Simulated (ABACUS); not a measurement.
Runs of ABACUS 3.10.1 on GaP. It takes space group F-43m (No. 216, cubic). The conventional cell has a = 5.451 Å, b = 5.451 Å, c = 5.451 Å, α = 90.00°, β = 90.00°, γ = 90.00°. Around Ga (site symmetry -43m) lie 4 P at 2.36 Å. P (site symmetry -43m) is surrounded by 4 Ga at 2.36 Å. 

```tsv
task	potentials or basis	spin	k mesh	eigensolver	mixing share	symmetry key	path	points for each segment of the path	mesh quality	gap on the mesh (eV)	pressure (GPa)	V0 of scaled cells (Å³/atom)	B0 (GPa)
equation of state	Ansatz NC PBE, DZP LCAO (the cutoffs set its grid)	off	7 × 7 × 7	genelpa	0.7	1	-	-	not flagged	-	-	21.21	78
single point	PseudoDojo NC FR 0.4 PBE standard, DZP LCAO (the cutoffs set its grid)	SOC, no magnetisation	5 × 5 × 5	scalapack_gvx	0.4	0	-	-	not flagged	(b)	(a)	-	-
equation of state	PseudoDojo NC FR 0.4 PBE standard, DZP LCAO (the cutoffs set its grid)	SOC, no magnetisation	5 × 5 × 5	genelpa	0.4	0	-	-	coarse	-	-	21.23	78
single point	Ansatz NC PBE, DZP LCAO (the cutoffs set its grid)	off	7 × 7 × 7	genelpa	0.7	1	-	-	not flagged	1.61	4.0	-	-
```

Alike in all rows: level PBE; cell as given; cutoff (eV) 1361; smearing fermi-dirac 0.05 eV.

Task: Fill in the values left out.

Result: (a) 4.1; (b) 1.58.

Caveats: some runs use coarse meshes; the atomic orbitals were generated for these runs and aren't a published set; the basis of atomic orbitals isn't converged, which shifts pressures, moduli and gaps; an odd mesh through Γ misses points on the zone boundary, where band edges often lie (some runs).

A k mesh can miss the band edges, and rows without SOC leave out spin-orbit coupling on Ga.
